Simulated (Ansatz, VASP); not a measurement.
This is a calculation of B2P for Ansatz 0.2.0.

Contents of input.yaml:

```yaml
crystal:
  lattice:
    - [1.5757248, 0.90974, 3.92488]
    - [-1.5757248, 0.90974, 3.92488]
    - [0.0, -1.81948, 3.92488]
  atoms:
    - { symbol: B, position: [0.42934, 0.42934, 0.42934] }
    - { symbol: B, position: [0.57066, 0.57066, 0.57066] }
    - { symbol: P, position: [0.0, 0.0, 0.0] }
hamiltonian:
  xc: pbe
  pseudopotentials: { kind: paw }
kpoints:
  mp_grid: { grid: [10, 10, 10] }
scf:
  occupations: { method: fermi_dirac, width: 0.05 }
output:
  forces: true
  stress: true
  eigenvalues: true
relax:
  f_tol: 0.01
  max_steps: 40
```

Potentials or basis: Ansatz PAW.

Run with:

```sh
$ ansatz run input.yaml --threads 2 --pin off --max-ram 5632MiB --backend cpu --events-out ev --progress --plain --runs-dir out
```

Translate it to VASP 6.6.1. Potentials there: VASP PAW PBE potentials, release 64 (B, P).

As run (the cutoff follows the program's own potentials):

INCAR

```
ALGO = Normal
EDIFF = 1E-6
EDIFFG = -0.02
ENCUT = 520
GGA = PE
IBRION = 2
ISIF = 2
ISMEAR = -1
LASPH = True
LCHARG = False
LREAL = False
LWAVE = False
NELM = 100
NSW = 60
PREC = Accurate
SIGMA = 0.05
```

KPOINTS

```
k-points
0
Gamma
  10 10 10
```

POSCAR

```
B2P
1.0
    1.5757248000      0.9097400000      3.9248800000
   -1.5757248000      0.9097400000      3.9248800000
    0.0000000000     -1.8194800000      3.9248800000
B P
2 1
Direct
    0.4293400000      0.4293400000      0.4293400000
    0.5706600000      0.5706600000      0.5706600000
    0.0000000000      0.0000000000      0.0000000000
```

Potentials or basis: VASP PAW PBE potentials, release 64 (B, P).

Run with:

```sh
$ cat potpaw_PBE.64/B/POTCAR potpaw_PBE.64/P/POTCAR > POTCAR
$ mpirun -np 1 vasp_std > vasp.out
```

Both were run:

|  | VASP | Ansatz | Ansatz less VASP |
| --- | --- | --- | --- |
| gap on the k mesh at the Fermi level, each at its own relaxed structure (eV) | none | none | - |
| energy change over the relaxation (meV/atom) | -2 | -2 | +0.1 |

A gap of «none» marks a metal or a gap that the smearing closes.
